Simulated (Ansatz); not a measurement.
Ga2O3, one structure, two calculations

Cell: a structure deposited in the COD whose atoms were relaxed with PBE, the cell held.

```cif
data_structure
_symmetry_space_group_name_H-M 'P 1'
_symmetry_Int_Tables_number 1
_cell_length_a 6.2930
_cell_length_b 6.2930
_cell_length_c 5.7981
_cell_angle_alpha 103.414
_cell_angle_beta 103.414
_cell_angle_gamma 27.928
_cell_volume 104.42
loop_
_atom_site_label
_atom_site_type_symbol
_atom_site_fract_x
_atom_site_fract_y
_atom_site_fract_z
_atom_site_occupancy
Ga1 Ga 0.09118 0.09118 0.79531 1
Ga2 Ga 0.90882 0.90882 0.20469 1
Ga3 Ga 0.65951 0.65951 0.31274 1
Ga4 Ga 0.34049 0.34049 0.68726 1
O5 O 0.16895 0.16895 0.10843 1
O6 O 0.83105 0.83105 0.89157 1
O7 O 0.17220 0.17220 0.56031 1
O8 O 0.82780 0.82780 0.43969 1
O9 O 0.49671 0.49671 0.25370 1
O10 O 0.50329 0.50329 0.74630 1
```

Atoms are numbered from 1 in the order listed; like atoms form one site, named after its first atom.

First run. The numbers come from a DFT calculation in Ansatz (PBE, plane waves and PAW, scalar-relativistic, 420 eV cutoff, Γ-centred 10×10×6 k-points, Fermi–Dirac smearing 0.02 eV).

```
site  atom  V_zz (10²¹ V/m²)     η
 Ga1     1             -3.58  0.91
 Ga3     3              2.54  0.11
  O5     5             -8.23  0.42
  O7     7              4.11  0.03
  O9     9            -11.10  0.06
```

Second run. The same atoms and settings, except that the functional is r2SCAN and the cutoff is 500 eV.

**Question.** What does the second run give?

**Answer.** 

```json
{"site": "Ga1", "atom": "1", "V_zz": "-3.59", "η": "0.89", "change of V_zz": "-0.01"}
{"site": "Ga3", "atom": "3", "V_zz": "2.54", "η": "0.12", "change of V_zz": "0.00"}
{"site": "O5", "atom": "5", "V_zz": "-8.08", "η": "0.41", "change of V_zz": "+0.15"}
{"site": "O7", "atom": "7", "V_zz": "4.01", "η": "0.01", "change of V_zz": "-0.10"}
{"site": "O9", "atom": "9", "V_zz": "-10.97", "η": "0.06", "change of V_zz": "+0.13"}
```

The largest change of V_zz is on O5, from -8.23 to -8.08. In per cent, |V_zz| changes by 0 on Ga, -2 to -1 on O (all sites that start above 0.5).

For the first run: At this cell the PBE pressure is 8 GPa, so with PBE the cell would grow if it were relaxed.
